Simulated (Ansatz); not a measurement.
**Calculated electric field gradients for Te2Mo at a changed volume**

The cell is an entry of the Crystallography Open Database (COD), relaxed with PBE at fixed cell and then changed (volume scaled by 1.06, ions relaxed).

```
Te Mo
1.0
     6.45415    0.00000    0.00000
     0.00000    3.53704    0.00000
    -0.96536    0.00000   14.09882
Te Mo
8 4
Cartesian
  3.2545 2.6528 5.0027
  2.2343 0.8843 9.0961
  3.6958 0.8843 1.4174
  1.7930 2.6528 12.6814
  0.4856 2.6528 2.0514
  5.0032 0.8843 12.0474
  -0.0211 0.8843 5.6284
  5.5099 2.6528 8.4704
  1.5818 2.6528 7.1453
  3.9070 0.8843 6.9535
  1.1618 0.8843 0.1063
  4.3270 2.6528 13.9925
```

Atoms are numbered from 1 in the order listed; like atoms form one site, named after its first atom.

All values are calculated (Ansatz; DFT, PBE, plane waves and PAW, scalar-relativistic, 420 eV cutoff, Γ-centred 7×13×4 k-points, Fermi–Dirac smearing 0.05 eV), not measured.

C_Q = eQV_zz/h, which is 24.18 MHz for Q = 1 b and V_zz = 10²¹ V/m²; η = (V_xx − V_yy)/V_zz. Directions are in the Cartesian axes of the cell vectors above, for the atom listed; none is given where the gradient is under 0.02 or η is above 0.95.

Task: Which values are expected at the nuclei?

Result: 

```
site  first atom                          first shell  V_zz (10²¹ V/m²)     η  direction of V_zz (x, y, z)
 Te1           1                  3 Mo at 2.71–2.72 Å            -16.06  0.66              -0.13 0.00 0.99
 Te3           3                  3 Mo at 2.83–2.85 Å              20.1  0.63               0.00 1.00 0.00
 Te5           5                       3 Mo at 2.71 Å            -16.34  0.60               0.12 0.00 0.99
 Te7           7                  3 Mo at 2.83–2.85 Å             19.73  0.62               0.00 1.00 0.00
 Mo9           9  6 Te at 2.71–2.85 Å, 2 Mo at 2.93 Å             -7.89  0.76              -0.69 0.00 0.73
Mo11          11  6 Te at 2.71–2.85 Å, 2 Mo at 2.93 Å             -8.04  0.75               0.68 0.00 0.74
```

With no gap above 0.1 eV, as in a metal, the gradients converge slowly in k; expect changes of a tenth or more on a denser mesh. Without spin–orbit coupling the gradients at and beside Te can be off by some per cent, at some sites by more.

The relaxation (5 steps) took 3 min of wall time (12 min of CPU time) and 3.3 GiB at its peak, on 4 threads of Intel Xeon Platinum 8375C CPU @ 2.90GHz (Ice Lake) (x86_64; 16 cores open to the job, memory cap 8.0 GiB, no GPU), a shared host with a load of 0.3 a core.
